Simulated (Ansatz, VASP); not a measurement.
# One calculation of TiN, two programs

```
Ti N
1.0
     0.00000    2.10197    2.10197
     2.10197    0.00000    2.10197
     2.10197    2.10197    0.00000
Ti N
1 1
Direct
  0.00000 0.00000 0.00000
  0.50000 0.50000 0.50000
```

Alike in both runs: functional PBEsol; k mesh 16 × 16 × 16; occupations fermi-dirac, width 0.025 eV; no spin polarisation.

Ansatz relaxed the structure, and its values are those at the end. VASP's run is a single point on that final structure, the one shown.

```csv
,VASP,Ansatz
version,VASP 6.6.1,Ansatz 0.2.0
potentials or method,"VASP PAW PBE potentials, release 64 (Ti_sv, N)","scalar-relativistic, plane waves, PAW"
plane-wave cutoff (eV),520,420
valence electrons in the cell,17,17
```

|  | VASP | Ansatz | Ansatz less VASP |
| --- | --- | --- | --- |
| gap on the k mesh at the Fermi level (eV) | none | none | - |
| pressure (GPa) | 0.5 | 0.0 | -0.47 |

A gap of «none» marks a metal or a gap that the smearing closes.

Caveats: the PAW data sets were made with another functional, which shifts forces and pressure a little (VASP).
